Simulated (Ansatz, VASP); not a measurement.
# MgO in VASP and in Ansatz

```
CELL_PARAMETERS angstrom
3.37266 0.00000 0.00000
-1.68633 2.92081 0.00000
0.00000 0.00000 5.08061
ATOMIC_POSITIONS crystal
Mg 0.66667 0.33333 0.50216
Mg 0.33333 0.66667 0.00216
O 0.66667 0.33333 0.90244
O 0.33333 0.66667 0.40244
```

Measurements of this composition are mostly on another form, of space group No. 225.

Alike in both runs: task single point; functional r2SCAN; k mesh 9 × 9 × 6; occupations fermi-dirac, width 0.05 eV; no spin polarisation.

|  | VASP | Ansatz |
| --- | --- | --- |
| version | VASP 6.6.1 | Ansatz 0.2.0 |
| potentials or method | VASP PAW PBE potentials, release 64 (Mg, O) | Ansatz PAW |
| plane-wave cutoff (eV) | 520 | 500 |
| valence electrons in the cell | 16 | 32 |

```tsv
	VASP	Ansatz	Ansatz less VASP
gap on the k mesh at the Fermi level (eV)	3.80	3.82	+0.015
least direct gap on the mesh (eV)	3.80	3.82	+0.015
pressure (GPa)	-7.6	-7.0	+0.61
largest component of the traceless stress (GPa)	0.96	0.88	-0.072
rms of the force components (eV/Å)	0.047	0.045	-0.0024
```

Atom by atom the forces differ by 0.002 eV/Å (rms over components). The two sets of potentials don't hold the same shells in valence.

Caveats: the PAW data sets were made with another functional, which shifts forces and pressure a little (VASP); an odd mesh through Γ misses points on the zone boundary, where band edges often lie (VASP); odd divisions of the mesh miss points on the zone boundary, where band edges often lie, so the gap on the mesh can be too wide (Ansatz); the PAW data sets come from PBE, with cores solved anew for the run's functional, which leaves a small shift of forces and pressure (Ansatz). r2SCAN opens gaps a little over a GGA but as a rule still falls short of measured ones.
